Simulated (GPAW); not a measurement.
# Pb (Fm-3m) in GPAW: further runs

The runs below take Pb through relaxation of cell and atoms, with PBEsol.

All numbers are computed with GPAW 26.7.0; they aren't measurements. Logs are shortened: lines on timing, memory, paths and dates and some standing lists are left out, and cuts for length are marked. The log counts tension as positive stress, the text compression.

## (1) The structure

Symmetry: Fm-3m, No. 225, cubic system. Conventional cell: a = 4.950 Å, b = 4.950 Å, c = 4.950 Å, α = 90.00°, β = 90.00°, γ = 90.00°. Pb (site symmetry m-3m) has 12 Pb at 3.50 Å as nearest neighbours.

## (2) Relaxation of cell and atoms, PBEsol

File run.py:

```python
from ase import Atoms
from ase.filters import FrechetCellFilter
from ase.io import write
from ase.optimize import BFGS
from gpaw import GPAW, PW, setup_paths

setup_paths.insert(0, '.')

atoms = Atoms(['Pb'],
              cell=[[0.0, 2.47502, 2.47502],
                    [2.47502, 0.0, 2.47502],
                    [2.47502, 2.47502, 0.0]],
              scaled_positions=[[0.0, 0.0, 0.0]],
              pbc=True)

calc = GPAW(mode=PW(600),
            xc='PBEsol',
            kpts={'size': (9, 9, 9), 'gamma': True},
            occupations={'name': 'fermi-dirac', 'width': 0.05},
            nbands=14,
            convergence={'density': 1e-05, 'forces': 0.0001},
            maxiter=150,
            txt='gpaw.txt')
atoms.calc = calc
opt = BFGS(FrechetCellFilter(atoms), trajectory='relax.traj', logfile='-')
done = opt.run(fmax=0.02, steps=60)
calc.write('gs.gpw')
write('result.traj', atoms)
print('Converged:', done)
print('Cell:', atoms.cell.cellpar().round(4))
print('Volume:', round(atoms.get_volume(), 4))
print(atoms.get_scaled_positions().round(5))
```

Potentials or basis: PAW data sets generated in the run's folder for this functional, pw.

Started as:

```bash
$ gpaw-setup -f PBEsol Pb
$ OMP_NUM_THREADS=1 python run.py
```

gpaw.txt:

```text
__  _  _
 | _ |_)|_||  |
 |__||  | ||/\| - 26.7.0

Input parameters:
  mode=PW(ecut=600.0),
  convergence={'density': 1e-05, 'forces': 0.0001},
  kpts=MonkhorstPack(size=(9, 9, 9), gamma=True),
  maxiter=150,
  nbands=14,
  occupations=Occupations(name='fermi-dirac', width=0.05),
  xc=XC(name='PBEsol')

Diagonalizing LCAO Hamiltonian
Converting LCAO to pw mode

       Pb

Atoms  # Å, Bohr magnetons
|   | symbol |        x |        y |        z |    initial magnetic moments |
|---|--------|----------|----------|----------|-----------------------------|
| 0 |     Pb | 0.000000 | 0.000000 | 0.000000 | ( 0.0000,  0.0000,  0.0000) |

Unit cell  # Å
| periodic |        x |        y |        z |  lengths |    angles |
|----------|----------|----------|----------|----------|-----------|
|      yes | 0.000000 | 2.475020 | 2.475020 | 3.500207 | 60.000000 |
|      yes | 2.475020 | 0.000000 | 2.475020 | 3.500207 | 60.000000 |
|      yes | 2.475020 | 2.475020 | 0.000000 | 3.500207 | 60.000000 |

Number of symmetries: 48
Symmetry operations  # r_c * U_cc + t_c -> r_c
|    | kind |            matrix            |
|----|------|------------------------------|
|  0 |  σ   |  1, 0, 0,  1, 0,-1,  1,-1, 0 |
|  1 |  C2  |  1, 0, 0,  1,-1, 0,  1, 0,-1 |
|  2 |  E   |  1, 0, 0,  0, 1, 0,  0, 0, 1 |
|  3 |  σ   |  1, 0, 0,  0, 0, 1,  0, 1, 0 |
|  4 |  C4  |  1, 0,-1,  1, 0, 0,  1,-1, 0 |
|  5 |  S6  |  1, 0,-1,  1,-1, 0,  1, 0, 0 |
|  6 |  σ   |  1, 0,-1,  0, 1,-1,  0, 0,-1 |
|  7 |  C3  |  1, 0,-1,  0, 0,-1,  0, 1,-1 |
|  8 |  S6  |  1,-1, 0,  1, 0, 0,  1, 0,-1 |
[... 198 lines left out ...]
No gap
No difference between direct/indirect transitions

Stress tensor  # eV/Ang^3
|         x |         y |         z |
|-----------|-----------|-----------|
|  0.005372 |  0.000000 | -0.000000 |
|  0.000000 |  0.005372 | -0.000000 |
| -0.000000 | -0.000000 |  0.005372 |

Forces  # eV/Ang
|       x |       y |        z |
|---------|---------|----------|
| 0.00000 | 0.00000 | -0.00000 |  # Pb   0

Interpolating wave functions to new cell

       Pb

Atoms  # Å, Bohr magnetons
|   | symbol |        x |         y |         z |    initial magnetic moments |
|---|--------|----------|-----------|-----------|-----------------------------|
| 0 |     Pb | 0.000000 | -0.000000 | -0.000000 | ( 0.0000,  0.0000,  0.0000) |

Unit cell  # Å
| periodic |         x |        y |        z |  lengths |    angles |
|----------|-----------|----------|----------|----------|-----------|
|      yes | -0.000000 | 2.469268 | 2.469268 | 3.492072 | 60.000000 |
|      yes |  2.469268 | 0.000000 | 2.469268 | 3.492072 | 60.000000 |
|      yes |  2.469268 | 2.469268 | 0.000000 | 3.492072 | 60.000000 |

Number of symmetries: 48
Symmetry operations  # r_c * U_cc + t_c -> r_c
|    | kind |            matrix            |
|----|------|------------------------------|
|  0 |  σ   |  1, 0, 0,  1, 0,-1,  1,-1, 0 |
|  1 |  C2  |  1, 0, 0,  1,-1, 0,  1, 0,-1 |
|  2 |  E   |  1, 0, 0,  0, 1, 0,  0, 0, 1 |
|  3 |  σ   |  1, 0, 0,  0, 0, 1,  0, 1, 0 |
|  4 |  C4  |  1, 0,-1,  1, 0, 0,  1,-1, 0 |
|  5 |  S6  |  1, 0,-1,  1,-1, 0,  1, 0, 0 |
|  6 |  σ   |  1, 0,-1,  0, 1,-1,  0, 0,-1 |
|  7 |  C3  |  1, 0,-1,  0, 0,-1,  0, 1,-1 |
|  8 |  S6  |  1,-1, 0,  1, 0, 0,  1, 0,-1 |
[... 149 lines left out ...]
SCF iterations
|iter     | |      energy | eigst |  dens |force |
|---------|-|-------------|-------|-------|------|
|iter:   1| |   -4.268929 | -2.03 |       |      |
|iter:   2| |   -4.268489 | -4.17 | -2.36 |      |
|iter:   3| |   -4.266391c| -3.73 | -2.40 |      |
|iter:   4| |   -4.266404c| -4.80 | -3.10 |      |
|iter:   5| |   -4.266444c| -4.83 | -3.41 |      |
|iter:   6| |   -4.266443c| -6.69 | -4.29 |      |
|iter:   7| |   -4.266442c| -7.80c| -4.80 |      |
|iter:   8| |   -4.266442c| -8.59c| -5.80c|      |
|iter:   9| |   -4.266442c| -9.18c| -6.28c|-24.06c|

Converged in 9 steps
Energy contributions relative to reference atoms: (reference = -567122.994261)
[... 34 lines left out ...]
No gap
No difference between direct/indirect transitions

Stress tensor  # eV/Ang^3
|         x |         y |        z |
|-----------|-----------|----------|
|  0.003342 | -0.000000 | 0.000000 |
| -0.000000 |  0.003342 | 0.000000 |
|  0.000000 |  0.000000 | 0.003342 |

Forces  # eV/Ang
|       x |        y |        z |
|---------|----------|----------|
| 0.00000 | -0.00000 | -0.00000 |  # Pb   0

Interpolating wave functions to new cell

       Pb

Atoms  # Å, Bohr magnetons
|   | symbol |        x |        y |         z |    initial magnetic moments |
|---|--------|----------|----------|-----------|-----------------------------|
| 0 |     Pb | 0.000000 | 0.000000 | -0.000000 | ( 0.0000,  0.0000,  0.0000) |

Unit cell  # Å
| periodic |        x |         y |         z |  lengths |    angles |
|----------|----------|-----------|-----------|----------|-----------|
|      yes | 0.000000 |  2.459998 |  2.459998 | 3.478963 | 60.000000 |
|      yes | 2.459998 | -0.000000 |  2.459998 | 3.478963 | 60.000000 |
|      yes | 2.459998 |  2.459998 | -0.000000 | 3.478963 | 60.000000 |

Number of symmetries: 48
Symmetry operations  # r_c * U_cc + t_c -> r_c
|    | kind |            matrix            |
|----|------|------------------------------|
|  0 |  σ   |  1, 0, 0,  1, 0,-1,  1,-1, 0 |
|  1 |  C2  |  1, 0, 0,  1,-1, 0,  1, 0,-1 |
|  2 |  E   |  1, 0, 0,  0, 1, 0,  0, 0, 1 |
|  3 |  σ   |  1, 0, 0,  0, 0, 1,  0, 1, 0 |
|  4 |  C4  |  1, 0,-1,  1, 0, 0,  1,-1, 0 |
|  5 |  S6  |  1, 0,-1,  1,-1, 0,  1, 0, 0 |
|  6 |  σ   |  1, 0,-1,  0, 1,-1,  0, 0,-1 |
|  7 |  C3  |  1, 0,-1,  0, 0,-1,  0, 1,-1 |
|  8 |  S6  |  1,-1, 0,  1, 0, 0,  1, 0,-1 |
[... 198 lines left out ...]
No gap
No difference between direct/indirect transitions

Stress tensor  # eV/Ang^3
|         x |         y |         z |
|-----------|-----------|-----------|
| -0.000099 |  0.000000 |  0.000000 |
|  0.000000 | -0.000099 | -0.000000 |
|  0.000000 | -0.000000 | -0.000099 |

Forces  # eV/Ang
|       x |        y |        z |
|---------|----------|----------|
| 0.00000 | -0.00000 | -0.00000 |  # Pb   0

# Writing to gs.gpw (mode='')
```

Wall time 28 s (1 thread of Intel Xeon Platinum 8259CL at 2.50GHz (Skylake/Cascade Lake), shared host); peak memory 0.16 GiB.

What came out:

* Free energy: -4.2685 eV
* Relaxed volume: 29.77 Å³/atom
* Relaxed cell: a = 3.479 Å, b = 3.479 Å, c = 3.479 Å, α = 60.00°, β = 60.00°, γ = 60.00°
* Space group after relaxing (to 0.05 Å): Fm-3m (No. 225)
* Energy gained by relaxing: 1.5 meV/atom
* Ionic steps: 3
* Pressure after relaxing: 0.0 GPa
* Band gap on the k mesh: none (metal or under the smearing width)

The path:
```
step  energy change (eV)  largest force (eV/Å)  pressure (GPa)  volume (Å³)
   1              0.0000                0.0000           -0.86        30.32
   2             -0.0009                0.0000           -0.54        30.11
   3             -0.0015                0.0000            0.02        29.77
```

Final structure:
```
Pb
1.0
     0.00000    2.46000    2.46000
     2.46000    0.00000    2.46000
     2.46000    2.46000    0.00000
Pb
1
Direct
  0.00000 0.00000 0.00000
```

Caveat: later steps reuse the first step's grids. Spin-orbit coupling is left out, which matters for the levels of Pb.

## (3) Relaxation of cell and atoms, PBEsol, target pressure 2 GPa, at which the enthalpy is minimised

Changes to run.py since step 2:

```diff
@@ -4,2 +4,3 @@
 from ase.optimize import BFGS
+from ase.units import GPa
 from gpaw import GPAW, PW, setup_paths
@@ -24,3 +25,3 @@
 atoms.calc = calc
-opt = BFGS(FrechetCellFilter(atoms), trajectory='relax.traj', logfile='-')
+opt = BFGS(FrechetCellFilter(atoms, scalar_pressure=2 * GPa), trajectory='relax.traj', logfile='-')
 done = opt.run(fmax=0.02, steps=60)
```

Potentials or basis: PAW data sets generated in the run's folder for this functional, pw.

Started as:

```bash
$ gpaw-setup -f PBEsol Pb
$ OMP_NUM_THREADS=1 python run.py
```

Wall time 35 s (1 thread of Intel Xeon Platinum 8259CL at 2.50GHz (Skylake/Cascade Lake), shared host); peak memory 0.17 GiB.

The run converged. Its results:

* Free energy: -4.2621 eV
* Relaxed volume: 28.72 Å³/atom
* Relaxed cell: a = 3.437 Å, b = 3.437 Å, c = 3.437 Å, α = 60.00°, β = 60.00°, γ = 60.00°
* Space group after relaxing (to 0.05 Å): Fm-3m (No. 225)
* Energy change on relaxing (the enthalpy is what falls): +5.1 meV/atom
* Ionic steps: 4
* Pressure after relaxing: 2.0 GPa
* Band gap on the k mesh: none (metal or under the smearing width)

Step by step:
```tsv
step	energy change (eV)	largest force (eV/Å)	pressure (GPa)	volume (Å³)
1	0.0000	0.0000	-0.86	30.32
2	-0.0013	0.0000	0.27	29.63
3	0.0061	0.0000	2.14	28.65
4	0.0051	0.0000	1.99	28.72
```

Final structure:
```
Pb
1.0
     0.00000    2.43055    2.43055
     2.43055    0.00000    2.43055
     2.43055    2.43055    0.00000
Pb
1
Direct
  0.00000 0.00000 0.00000
```

Levels at points of the mesh, in eV from the Fermi level:
```csv
k point,band 3,band 4,band 5,band 6,band 7,band 8,band 9,band 10
"(0.00, 0.00, 0.00)",-16.84,-16.68,-16.68,-11.89,8.02,8.02,8.02,10.05
```

Caveat: later steps reuse the first step's grids. Spin-orbit coupling is left out, which matters for the levels of Pb.

## (4) How close it comes

Step 2. The cell as given is a measured one (30.32 Å³/atom); PBEsol puts the equilibrium volume -1.8 % from it, thermal expansion not counted.
